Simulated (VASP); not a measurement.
# W (Im-3m) in VASP: single point with HSE06

Aim: the single point of W with HSE06.

All numbers are computed with VASP 6.6.1; they aren't measurements. Logs are shortened: lines on timing, memory, paths and dates and some standing lists are left out, and cuts for length are marked.

## 1. The structure

The structure is cubic, space group Im-3m (No. 229). Conventional cell: a = 3.157 Å, b = 3.157 Å, c = 3.157 Å, α = 90.00°, β = 90.00°, γ = 90.00°. W (site symmetry m-3m) is surrounded by 8 W at 2.73 Å.

## 2. Single point, HSE06

Input file POSCAR:

```
W
1.0
   -1.5782900000      1.5782900000      1.5782900000
    1.5782900000     -1.5782900000      1.5782900000
    1.5782900000      1.5782900000     -1.5782900000
W
1
Direct
    0.0000000000      0.0000000000      0.0000000000
```

Input file INCAR.step1:

```
SYSTEM = W
PREC = Accurate
ENCUT = 520
EDIFF = 1E-5
ISMEAR = 0
SIGMA = 0.1
LREAL = .FALSE.
LASPH = .TRUE.
NELM = 60
ALGO = Normal
ISIF = 2
LWAVE = .TRUE.
GGA = PE
```

Input file INCAR.step2:

```
SYSTEM = W
PREC = Accurate
ENCUT = 520
EDIFF = 1E-6
ISMEAR = 0
SIGMA = 0.1
LREAL = .FALSE.
LASPH = .TRUE.
NELM = 60
ALGO = Normal
ISIF = 2
LWAVE = .FALSE.
LCHARG = .TRUE.
GGA = PE
LHFCALC = .TRUE.
HFSCREEN = 0.2
PRECFOCK = Fast
LELF = .TRUE.
LVHAR = .TRUE.
ISTART = 1
```

Input file KPOINTS:

```
regular mesh
0
G
  8 8 8
  0 0 0
```

Potentials or basis: VASP PAW PBE potentials, release 64 (W_sv).

Command:

```console
$ cat potpaw_PBE.64/W_sv/POTCAR > POTCAR
$ cp INCAR.step1 INCAR
$ mpirun -np 1 vasp_std > vasp.out
$ cp INCAR.step2 INCAR
$ mpirun -np 1 vasp_std > vasp.out
```

OUTCAR:

```text
SYSTEM = W
   PREC = Accurate
   ENCUT = 520
   EDIFF = 1E-6
   ISMEAR = 0
   LREAL = .FALSE.
   LASPH = .TRUE.
   NELM = 60
   ISIF = 2
   GGA = PE
   LHFCALC = .TRUE.
   HFSCREEN = 0.2
   PRECFOCK = Fast
   ISTART = 1

 ion  position               nearest neighbor table
   1  0.000  0.000  0.000-

  LATTYP: Found a body centered cubic cell.
 ALAT       =     3.1565800000

  Lattice vectors:

 A1 = (  -1.5782900000,   1.5782900000,   1.5782900000)
 A2 = (   1.5782900000,  -1.5782900000,   1.5782900000)
 A3 = (   1.5782900000,   1.5782900000,  -1.5782900000)

Analysis of symmetry for initial positions (statically):
=====================================================================
 Subroutine PRICEL returns:
 Original cell was already a primitive cell.

 Routine SETGRP: Setting up the symmetry group for a
 body centered cubic supercell.

 Subroutine GETGRP returns: Found 48 space group operations
 (whereof 48 operations were pure point group operations)
 out of a pool of 48 trial point group operations.

The static configuration has the point symmetry O_h .

Analysis of symmetry for dynamics (positions and initial velocities):
=====================================================================
 Subroutine PRICEL returns:
 Original cell was already a primitive cell.

 Routine SETGRP: Setting up the symmetry group for a
 body centered cubic supercell.

 Subroutine GETGRP returns: Found 48 space group operations
 (whereof 48 operations were pure point group operations)
 out of a pool of 48 trial point group operations.

The dynamic configuration has the point symmetry O_h .

 Subroutine INISYM returns: Found 48 space group operations
 (whereof 48 operations are pure point group operations),
 and found     1 'primitive' translations

----------------------------------------------------------------------------------------

                                     Primitive cell

  volume of cell :      15.7261

  direct lattice vectors                    reciprocal lattice vectors
    -1.578290000  1.578290000  1.578290000     0.000000000  0.316798560  0.316798560
     1.578290000 -1.578290000  1.578290000     0.316798560  0.000000000  0.316798560
     1.578290000  1.578290000 -1.578290000     0.316798560  0.316798560  0.000000000

  length of vectors
     2.733678469  2.733678469  2.733678469     0.448020821  0.448020821  0.448020821

  position of ions in fractional coordinates (direct lattice)
     0.000000000  0.000000000  0.000000000

  ion indices of the primitive-cell ions
   primitive index   ion index
                 1           1

----------------------------------------------------------------------------------------

 KPOINTS: regular mesh

Automatic generation of k-mesh.
 Grid dimensions read from file:
 generate k-points for:    8    8    8

 Generating k-lattice:

  Cartesian coordinates                     Fractional coordinates (reciprocal lattice)
     0.000000000  0.039599820  0.039599820     0.125000000  0.000000000  0.000000000
     0.039599820  0.000000000  0.039599820     0.000000000  0.125000000  0.000000000
     0.039599820  0.039599820  0.000000000     0.000000000  0.000000000  0.125000000

  Length of vectors
     0.056002603  0.056002603  0.056002603

  Shift w.r.t. Gamma in fractional coordinates (k-lattice)
     0.000000000  0.000000000  0.000000000

 Subroutine IBZKPT returns following result:
 ===========================================

 Found     29 irreducible k-points:

 Following reciprocal coordinates:
            Coordinates               Weight
  0.000000  0.000000  0.000000      1.000000
  0.125000  0.000000  0.000000     12.000000
  0.250000  0.000000  0.000000     12.000000
  0.375000  0.000000  0.000000     12.000000
  0.500000  0.000000  0.000000      6.000000
  0.125000  0.125000  0.000000     24.000000
[... 16 lines left out ...]
 -0.250000  0.250000  0.250000      6.000000
 -0.375000  0.375000  0.250000     24.000000
 [... further k-points ...]
   k-points           NKPTS =     29   k-points in BZ     NKDIM =    512   number of bands    NBANDS=     11
   number of dos      NEDOS =    301   number of ions     NIONS =      1
   total plane-waves  NPLWV =   8000
   dimension x,y,z NGX =    20 NGY =   20 NGZ =   20
   dimension x,y,z NGXF=    40 NGYF=   40 NGZF=   40
   ions per type =               1
   NGX,Y,Z   is equivalent  to a cutoff of  12.16, 12.16, 12.16 a.u.
   NGXF,Y,Z  is equivalent  to a cutoff of  24.33, 24.33, 24.33 a.u.
 SYSTEM =  W
   PREC   = accura    normal or accurate (medium, high low for compatibility)
   ISTART =      1    job   : 0-new  1-cont  2-samecut
   ICHARG =      0    charge: 1-file 2-atom 10-const
   ISPIN  =      1    spin polarized calculation?
   LNONCOLLINEAR =      F non collinear calculations
   LSORBIT =      F    spin-orbit coupling
   LASPH  =      T    aspherical Exc in radial PAW
   ENCUT  =  520.0 eV  38.22 Ry    6.18 a.u.   5.08  5.08  5.08*2*pi/ulx,y,z
   NELM   =     60;   NELMIN=  2; NELMDL=  0     # of ELM steps
   EDIFF  = 0.1E-05   stopping-criterion for ELM
   LREAL  =      F    real-space projection
   EDIFFG = 0.1E-04   stopping-criterion for IOM
   NSW    =      0    number of steps for IOM
   IBRION =     -1    ionic relax: 0-MD 1-quasi-New 2-CG
   NFREE  =      0    steps in history (QN), initial steepest desc. (CG)
   ISIF   =      2    stress and relaxation
   ISYM   =      3    0-nonsym 1-usesym 2-fastsym
   POTIM  = 0.5000    time-step for ionic-motion
   TEBEG  =    0.0;   TEEND  =   0.0 temperature during run
   PSTRESS=    0.0 pullay stress
   NELECT =      14.0000    total number of electrons
   NUPDOWN=      -1.0000    fix difference up-down
   EMIN   =  10.00;   EMAX   =-10.00  energy-range for DOS
   EFERMI =   0.00;   METHOD = LEGACY
   ISMEAR =     0;   SIGMA  =   0.10  broadening in eV -4-tet -1-fermi 0-gaus
   EFERMI_NEDOS =   21; number of points for ismear=-14 and -15
   IALGO  =     38    algorithm
   IMIX   =      1    mixing-type and parameters
     AMIX     =   0.40;   BMIX     =  1.00
     AMIX_MAG =   1.60;   BMIX_MAG =  1.00
  volume/ion in A,a.u.               =      15.73       106.12
  Fermi-wavevector in a.u.,A,eV,Ry     =   1.574868  2.976068 33.745277  2.480208
  Thomas-Fermi vector in A             =   2.675937
   LORBIT       =      0    0 simple, 1 ext, 2 COOP (PROOUT), +10 PAW based schemes
   GGA     = PE    functional components
   LHFCALC =     T    Hartree Fock is set to
   PRECFOCK=fast      Normal, Fast or Accurate (Low or Medium for compatibility)
   ENCUT4O =  -1.0   cutoff for four orbital integrals eV
   NKREDX  =     1    reduce k-point grid by
   NKREDY  =     1    reduce k-point grid by
   NKREDZ  =     1    reduce k-point grid by
   AEXX    =    0.2500 exact exchange contribution
   HFSCREEN=    0.2000 screening length (either q_TF or 0.3 A-1)
   HFSCREENC=   0.2000 screening length for correlation (either q_TF or 0.3 A-1)
   ENCUTFOCK=  -1.0 apply spherical cutoff to Coloumb kernel
   IVDW    =     0    specifies the selected vdW correction
   LEPSILON=     F    determine dielectric tensor
   LRPA    =     F    only Hartree local field effects (RPA)
 non-spin polarized calculation
 Gauss-broadening in eV      SIGMA  =   0.10
  energy-cutoff  :      520.00
  volume of cell :       15.73
 maximum number of plane-waves:       429
  NGX = 14; NGY = 14; NGZ = 14

 number of electron      14.0000004 magnetization

 Free energy of the ion-electron system (eV)
  ---------------------------------------------------
  ext. energy  EPLUGINS =         0.00000000
  ---------------------------------------------------
  free energy    TOTEN  =       -15.07439020 eV

  energy without entropy =      -15.07439020  energy(sigma->0) =      -15.07439020

 E-fermi :  11.1955     XC(G=0): -11.1202

 val. band max:       10.7712786519   @ k =   0.1250   0.0000   0.0000
 cond. band min:      11.6936000588   @ k =  -0.2500   0.2500   0.1250
 fundamental gap:      0.9223214069
 Fermi energy:        11.1955021811

 k-point     1 :       0.0000    0.0000    0.0000
  band No.  band energies     occupation
      1     -66.9457      2.00000
      2     -28.9270      2.00000
      3     -28.9270      2.00000
      4     -28.9270      2.00000
      5       0.4139      2.00000
      6       9.8900      2.00000
      7       9.8900      2.00000
      8       9.8900      2.00000
      9      14.4945      0.00000
     10      14.4945      0.00000
     11      26.8733      0.00000

 k-point     2 :       0.1250    0.0000    0.0000
  band No.  band energies     occupation
      1     -66.9217      2.00000
      2     -29.1684      2.00000
      3     -29.0005      2.00000
      4     -28.9259      2.00000
      5       1.2326      2.00000
      6       9.3844      2.00000
      7       9.7307      2.00000
      8      10.7713      2.00000
      9      13.8245      0.00000
     10      14.4811      0.00000
     11      27.4828      0.00000

 k-point     3 :       0.2500    0.0000    0.0000
  band No.  band energies     occupation
      1     -66.8635      2.00000
      2     -29.7239      2.00000
      3     -29.1726      2.00000
      4     -28.9238      2.00000
      5       3.1144      2.00000
      6       8.3369      2.00000
      7       9.1802      2.00000
      8      13.1758      0.00000
      9      13.6622      0.00000
     10      14.6255      0.00000
     11      27.2339      0.00000
[... 267 lines left out ...]
 k-point    23 :      -0.2500    0.2500    0.2500
  band No.  band energies     occupation
      1     -66.7917      2.00000
      2     -29.7467      2.00000
      3     -29.4377      2.00000
      4     -29.4377      2.00000
      5       5.3594      2.00000
      6       8.4013      2.00000
      7      10.7355      2.00000
      8      10.7355      2.00000
      9      12.9422      0.00000
     10      15.7609      0.00000
     11      27.0511      0.00000

 k-point    24 :      -0.3750    0.3750    0.2500
  band No.  band energies     occupation
      1     -66.7406      2.00000
      2     -30.0553      2.00000
      3     -29.6170      2.00000
      4     -29.4791      2.00000
      5       6.1622      2.00000
      6       7.0941      2.00000
      7      10.7177      2.00000
      8      11.7831      0.00000
      9      15.6447      0.00000
     10      16.5338      0.00000
     11      26.3345      0.00000

 [... further k-points ...]

------------------------ aborting loop because EDIFF is reached ----------------------------------------

  FORCE on cell =-STRESS in cart. coord.  units (eV):
  Direction    XX          YY          ZZ          XY          YZ          ZX
  --------------------------------------------------------------------------------------
  -------------------------------------------------------------------------------------
  Total        0.1407836      0.1407836      0.1407836     -0.0000000     -0.0000000      0.0000000
  in kB       14.3430756     14.3430756     14.3430756     -0.0000000     -0.0000000      0.0000000
  external PRESSURE =      14.3430756 kB  Pullay stress =       0.0000000 kB

 VOLUME and BASIS-vectors are now :
 -----------------------------------------------------------------------------
  energy-cutoff  :      520.00
  volume of cell :       15.73
      direct lattice vectors                 reciprocal lattice vectors
    -1.578290000  1.578290000  1.578290000     0.000000000  0.316798560  0.316798560
     1.578290000 -1.578290000  1.578290000     0.316798560  0.000000000  0.316798560
     1.578290000  1.578290000 -1.578290000     0.316798560  0.316798560  0.000000000

 POSITION                                       TOTAL-FORCE (eV/Angst)
 -----------------------------------------------------------------------------------
      0.00000      0.00000      0.00000         0.000000     -0.000000     -0.000000
 -----------------------------------------------------------------------------------
    total drift:                                0.000000      0.000000      0.000000

  FREE ENERGIE OF THE ION-ELECTRON SYSTEM (eV)
  ---------------------------------------------------
  free  energy   TOTEN  =       -15.0743902026 eV

  energy  without entropy=      -15.0743902026  energy(sigma->0) =      -15.07439020
```

Wall time 30 min (1 thread of Intel Xeon Platinum 8175M at 2.50GHz (Skylake/Cascade Lake), shared host); peak memory 0.24 GiB.

Results:

* Free energy: -15.0744 eV
* Pressure: 1.4 GPa
* Band gap on the k mesh: none (metal or under the smearing width)

Levels at points of the mesh, in eV from the Fermi level:
```
           k point  band 5  band 6  band 7  band 8  band 9  band 10
(0.00, 0.00, 0.00)  -10.78   -1.31   -1.31   -1.31    3.30     3.30
(0.50, 0.00, 0.00)   -7.04   -4.07    0.55    3.12    4.18     7.18
(0.50, 0.50, 0.50)   -6.42   -6.42    6.08    6.08    6.08     9.17
```

Caveat: the PAW data sets were made with another functional, which shifts forces and pressure a little. The run has no spin-orbit coupling, so splittings on W are missing.
